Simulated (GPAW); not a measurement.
The system is TiSi.

```
Ti Si
1.0
     1.81618   -2.11762    0.00000
     1.81618    2.11762    0.00000
     0.00000    0.00000    3.80393
Ti Si
1 1
Direct
  0.50000 0.50000 0.00000
  0.00000 0.00000 0.50000
```

The cell comes from a database or a generator and needn't be the stable form of this composition.

```yaml
Program: GPAW 26.7.0
Task: relaxation of cell and atoms
Functional: PBEsol
Potentials_or_basis: PAW data sets generated in the run's folder for this functional
Cutoff: 600 eV
Basis: pw
k_mesh: 8 × 8 × 6
Occupations: fermi-dirac, width 0.05 eV
Spin: no spin polarisation
```

At the start: pressure -4.0 GPa; volume 14.63 Å³/atom.

Q: Where does the relaxation end?

A: Over 6 steps the energy falls by 8.6 meV/atom and the volume is 14.11 Å³/atom (-3.5 %); space group Cmmm (No. 65, to 0.05 Å).

The path:
```
step  energy change (eV)  largest force (eV/Å)  pressure (GPa)  volume (Å³)
   1              0.0000                0.0000           -3.97        29.26
   2             -0.0046                0.0000           -2.98        29.03
   3             -0.0106                0.0000            0.45        28.30
   4             -0.0113                0.0000            0.51        28.27
   5             -0.0168                0.0000            0.35        28.18
   6             -0.0171                0.0000            0.04        28.23
```

Final structure:
```
Ti Si
1.0
     1.81914   -2.03482    0.00000
     1.81914    2.03482    0.00000
     0.00000    0.00000    3.81271
Ti Si
1 1
Direct
  0.50000 0.50000 0.00000
  0.00000 0.00000 0.50000
```

Caveat: later steps reuse the first step's grids.
